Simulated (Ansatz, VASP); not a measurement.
**Two plane-wave programs on Cs**

INCAR

```
SYSTEM = Cs
PREC = Accurate ; ENCUT = 520
EDIFF = 1E-6 ; ISMEAR = 0
SIGMA = 0.1 ; LREAL = .False.
LASPH = .True. ; NELM = 100
ALGO = Fast ; ISIF = 2
LWAVE = .False. ; LCHARG = .False.
GGA = PS ; NBANDS = 26
```

KPOINTS

```
regular mesh
0
Gamma
  4 4 2
  0 0 0
```

Contents of POSCAR:

```
Cs
1.0
    3.1301595097     -9.9295090187      0.0000000000
    3.1301595097      9.9295090187      0.0000000000
    0.0000000000      0.0000000000      8.2840475241
Cs
4
Direct
    0.0980000000      0.9020000000      0.9100000000
    0.5980000000      0.4020000000      0.5900000000
    0.9020000000      0.0980000000      0.0900000000
    0.4020000000      0.5980000000      0.4100000000
```

Input for Ansatz:

```yaml
crystal:
  lattice:
    - [3.1301595097, -9.9295090187, 0.0]
    - [3.1301595097, 9.9295090187, 0.0]
    - [0.0, 0.0, 8.2840475241]
  atoms:
    - { symbol: Cs, position: [0.098, 0.902, 0.91] }
    - { symbol: Cs, position: [0.598, 0.402, 0.59] }
    - { symbol: Cs, position: [0.902, 0.098, 0.09] }
    - { symbol: Cs, position: [0.402, 0.598, 0.41] }
basis:
  ecutwfc: 420
kpoints:
  mp_grid: { grid: [4, 4, 2] }
hamiltonian:
  xc: pbesol
scf:
  occupations: { method: gaussian, width: 0.1 }
  lower_state_search: "off"
output:
  forces: true
  stress: true
  eigenvalues: true
```

Alike in both runs: task single point; functional PBEsol; k mesh 4 × 4 × 2; occupations gaussian, width 0.1 eV; no spin polarisation.

|  | VASP | Ansatz |
| --- | --- | --- |
| version | VASP 6.6.1 | Ansatz 0.2.0 |
| potentials or method | VASP PAW PBE potentials, release 64 (Cs_sv) | scalar-relativistic, plane waves, PAW |
| plane-wave cutoff (eV) | 520 | 420 |
| valence electrons in the cell | 36 | 36 |

```tsv
	VASP	Ansatz	Ansatz less VASP
gap on the k mesh at the Fermi level (eV)	none	none	-
pressure (GPa)	0.3	0.3	0.00
largest component of the traceless stress (GPa)	0.22	0.22	+0.001
rms of the force components (eV/Å)	0.289	0.288	-0.0005
```

Atom by atom the forces differ by 0.001 eV/Å (rms over components). A gap of «none» marks a metal or a gap that the smearing closes.

Caveats: the k mesh is coarse (spacing up to 0.38 Å⁻¹), so the values aren't converged; the PAW data sets were made with another functional, which shifts forces and pressure a little (VASP). The runs have no spin-orbit coupling, so splittings on Cs are missing.
